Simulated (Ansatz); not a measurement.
Cr:

```
Cr
1.0
     1.14705   -2.46703    0.00000
     1.14705    2.46703    0.00000
     0.00000    0.00000    4.06431
Cr
2
Direct
  0.87053 0.12947 0.75000
  0.12947 0.87053 0.25000
```

This isn't the form of Cr at room conditions, which is bcc.

Below is the output of Ansatz 0.2.0 for this cell. Logs are shortened: lines on timing, memory, paths and dates and some standing lists are left out, and cuts for length are marked.

```text
Warning: RAYON_NUM_THREADS=2 ignored (pool sized by the plan → 2); use --threads N
Engine: ansatz 0.2.0, aarch64-unknown-linux-gnu
Pseudopotentials: kind: paw
Pseudopotential: Cr, paw, valence charge 14, recommended cutoff 500 eV (meta_gga), Cr.paw.azcp
Functional definition: r2SCAN
  parameter k0 = 0.174
  parameter k1 = 0.065
  parameter a1 = 4.9479
  exchange = r2scan_x(k0 = k0, k1 = k1, a1 = a1)
  correlation = r2scan_c
Crystal: 2 atoms, lattice volume = 23.002 Å³
Basis set: ecut = 500 eV, 587 PW (Γ), exchange–correlation on 80×80×120 points (64 copies of the dense FFT grid, shifted against one another)
Bands: 21, of which v1, the nominal top of the filled ones, is band 14 counted from 1 (13 counted from 0)
Symmetry: 8 space group operations
Space group: Cmcm (ITA 63), of the structure as read, at distance tolerance 2.8e-5 Å
Magnetic group: BNS 63.457 (UNI 555), of the structure as read, at distance tolerance 2.8e-5 Å
k-points: 196 of 1183
Non-local potential: Cr, projectors of the file, l = 0: 3, l = 1: 2, l = 2: 3, l = 3: 1
PAW form: soft (Blöchl's): semilocal exchange-correlation on the pseudo side does not see the compensation charge
PAW frozen core: Cr, regenerated for the run's functional (the file was generated under x = pbe(κ = 0.804, μ = 0.2195149727645171), c = pbe(β = 0.06672455060314922))
PAW one-centre angular grid: Cr, 590 points (default); XC on 160 Gauss nodes
Initial density: superposition of atomic densities (chi_scale 0.1, normalization cell)
Starting moments: Σ|m| = 6 μB on 2 of 2 sites
Initial wavefunctions: pseudopotential atomic-orbital guess
Functional: x = r2scan, c = r2scan; τ floored in thin density (d = 2e-4 eV/Å³)
SCF iter   1: F=—  HF=-6764.827536 eV  |F-HF|=—  |Δ(HF+E_count)|=         —  Δρ=1.64e-1 (↑1.64e-1 ↓5.99e-2)  dr2=7.03e0  dr2_τ=5.96e-2  dr2_m=1.29e0  M=3.865 μB ∫|m|=3.865 μB  β_m=0.84  ethr=3.10e-3  ⟨swp⟩=3.7  Hψ=29114  notcnv=0
Mixer restart at iter 1: flushing history
preconditioner: auto → none  [metal: Δε(μ)=0.001 eV  Ē_g=7.818 eV  σ=0.050 eV  W_gap=0.00  n_scr=4 (ndim 8)  ℏωp=26.8 eV  f_vac=0.000  D(μ)=2.42/eV (n_scr^D=34)  sad-step TF]
[... 128 lines left out ...]
Spin contamination: 0.0000 ħ² per cell (⟨S²⟩ above its minimum at these occupations)
Per-site moments (μB) at R_I (Å): [(-1.68157174209019e-7, 0.9458022562065834), (-1.6815717439274992e-7, 0.9458022562065834)]
Free energy (F): -6764.194197 eV
Harris-Foulkes:  -6764.194197 eV  (|F-HF|=9.09e-13)
Internal energy: -6764.174198 eV  (E = F + TS)
E sigma→0 (E₀):  -6764.184197 eV
Entropy (-TS):   -0.019999 eV (-9.999 meV/atom)
Fermi energy:    19.264104 eV
--- Per-component energies (eV) ---
  E_band       = -323.861957
  E_kinetic    = 688.695949
  E_local      = -2376.738378  (includes V_loc(G=0)·N_el)
  E_nonlocal   = 158.823189
  E_hartree    = 1038.447534
  E_xc         = -275.950500
  E_vxc        = -401.612218  (∫ρ·V_xc dr)
  E_paw        = -2405.481342  (= ΣΔE_a)
  E_vpaw       = -495.288418  (= ΣTr[D̂ρ^β])
  E_aug_tail   = 0.000434  (compensation charges beyond the density's cutoff)
  E_vtau       = 25.362387  (kinetic-family band-sum trace: ∫τ·v_τ [+ j·A + Jᵃ·Aᵃ] dr)
  E_ewald      = -3591.426429
  E_core_change = -0.544655  (= ΣΔE_core)
  E_smearing   = -0.019999  (= −TS)
  E_closure    = 0.000000  (closes the sum)
  Σ components = -6764.194197   (vs F -6764.194197, Δ=0.00e0)
--- Forces (eV/Å), atoms counted from 1 ---
  atom   1  Cr     0.00000000    -0.00152016     0.00000000
  atom   2  Cr     0.00000000     0.00152016     0.00000000
  max |Σ_I F_I| component: 2.17e-19 eV/Å
--- Stress (GPa, compression-positive) ---
       -0.014907       0.000000       0.000000
        0.000000      -0.001494       0.000000
        0.000000       0.000000       0.041227
  P = ⅓ Tr σ = 0.0083 GPa (0.083 kbar)
--- Band table (eV; the first three rows and the last of 392) ---
  k-point 0 ↑: bands = ["-55.4057", "-55.2029", "-25.8464", "-25.2823", "-25.0422", "-24.8931", "-24.7704", "-24.7530", "10.9078", "14.7195", "16.9196", "17.1167", "18.3747", "19.4544", "19.9302", "20.4374", "20.4845", "21.1694", "21.4048", "21.7881", "29.2212"]
  k-point 1 ↑: bands = ["-55.3958", "-55.2131", "-25.8015", "-25.2720", "-25.0536", "-24.9407", "-24.7695", "-24.7538", "11.1345", "14.6946", "16.9280", "17.1063", "18.5423", "19.2779", "19.3957", "20.3138", "20.3730", "21.3197", "21.5155", "21.5911", "30.0961"]
  k-point 2 ↑: bands = ["-55.3679", "-55.2415", "-25.6751", "-25.2470", "-25.0853", "-25.0691", "-24.7670", "-24.7562", "11.7839", "14.4749", "16.9976", "17.0845", "18.4007", "18.8183", "19.0118", "20.1261", "20.1770", "21.0690", "21.5754", "21.7016", "32.1875"]
  k-point 195 ↓: bands = ["-55.2500", "-55.2427", "-25.8124", "-25.8003", "-25.1062", "-25.0839", "-24.8268", "-24.7960", "14.6314", "14.7477", "16.1567", "16.4652", "19.0121", "19.1474", "20.7927", "21.2585", "21.7278", "21.7513", "21.8408", "22.1326", "28.6098"]
--- Relaxed structure (5 steps of the walk, 5 accepted, 1 SCFs on fresh bases) ---
  F+E_penalty+E_count = -6764.19419686 eV   max|allowed force component| = 1.520e-3 eV/Å   (the final SCF, on the basis selected at the relaxed cell)
  cell:  # Å, volume = 23.1895 Å³
    - [1.146426977220101, -2.466579776989122, 0.0]
    - [1.146426977220101, 2.466579776989122, 0.0]
    - [0.0, 0.0, 4.100342023936429]
  atoms:
    - { symbol: Cr, position: [0.868435873151137, 0.13156412684886304, 0.7499999999999999] }
    - { symbol: Cr, position: [0.13156412684886304, 0.868435873151137, 0.24999999999999997] }
```

Question: What input gives this log?

Answer: Relaxation of cell and atoms with r2SCAN, collinear spin, ferromagnetic start. The files as run (others can give the same):

input.yaml
```yaml
crystal:
  lattice:
    - [1.147050505, -2.46702512, 0.0]
    - [1.147050505, 2.46702512, 0.0]
    - [0.0, 0.0, 4.06431074]
  atoms:
    - { symbol: Cr, position: [0.87053258, 0.12946742, 0.75], spin: 3.0 }
    - { symbol: Cr, position: [0.12946742, 0.87053258, 0.25], spin: 3.0 }
hamiltonian:
  xc: r2scan
  pseudopotentials: { kind: paw }
magnetization:
  spin_polarized: true
kpoints:
  mp_grid: { grid: [13, 13, 7] }
scf:
  occupations: { method: fermi_dirac, width: 0.05 }
output:
  forces: true
  stress: true
  eigenvalues: true
  write_density: true
  write_potential: true
  elf: true
  volumetric_format: npy
relax:
  f_tol: 0.01
  max_steps: 40
  cell: { stress_tol: 0.05 }
```

Potentials or basis: Ansatz PAW.
Run with:
```bash
$ ansatz run input.yaml --threads 2 --pin off --max-ram 5632MiB --backend cpu --events-out ev --progress --plain --runs-dir out
```

Caveat: the magnetic or orbital state may not be the lowest; the starting moments collapsed, and a magnetic state may lie lower; the plane-wave basis is chosen anew once the cell has moved, so the energies of steps on either side of that aren't comparable; the PAW data sets come from PBE, with cores solved anew for the run's functional, which leaves a small shift of forces and pressure; the starting moments weren't kept.
